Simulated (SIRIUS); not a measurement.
**BeTe under changes of volume**

One of the cells (21.679 Å³/atom); the others are scaled copies at fixed shape and fractional positions:

```
Te Be
1.0
     0.00000    2.78834    2.78834
     2.78834    0.00000    2.78834
     2.78834    2.78834    0.00000
Te Be
1 1
Direct
  0.75000 0.75000 0.75000
  0.00000 0.00000 0.00000
```

* Program: SIRIUS 7.12.0
* Functional: PBE
* Potentials or basis: PseudoDojo 0.4.1 PBE standard (scalar relativistic)
* Cutoff: 1202 eV
* Density cutoff: 4809 eV
* k mesh: 8 × 8 × 8
* Occupations: fermi-dirac, width 0.05 eV
* Spin: no spin polarisation

| volume (Å³/atom) | energy over the lowest point (meV/atom) | pressure (GPa) | gap on the mesh (eV) |
| --- | --- | --- | --- |
| 19.979 | ? | ? | ? |
| 20.404 | 51.59 | 7.7 | 1.76 |
| 20.829 | 33.37 | 6.0 | 1.81 |
| 21.679 | 9.52 | 3.0 | 1.92 |
| 22.104 | 3.13 | 1.8 | 1.96 |
| 22.529 | 0.00 | 0.6 | 2.01 |

Q: What does the run at 19.979 Å³/atom give?

A: Energy over the lowest point 74.56 meV/atom; pressure 9.6 GPa; gap on the mesh 1.70 eV.

Worked out: A Birch-Murnaghan fit of order 3 (a polynomial in V^(-2/3)) to the other rows has its minimum at 22.77 Å³/atom, just outside them, with B0 = V·E''(V) = 57 GPa and B' = 4.0. It gives 74.57 meV/atom at 19.979 Å³/atom, against the run's 74.56, and -dE/dV = 9.6 GPa, against 9.6. A straight line through the other rows of the gap, of slope 2.53 eV per unit of ln V, extrapolates to 1.71 eV, against the run's 1.70.

Energies are extrapolated to zero smearing.

Caveats: spin-orbit coupling is left out, which moves the levels of the heavy elements.

A mesh can miss the band edges.
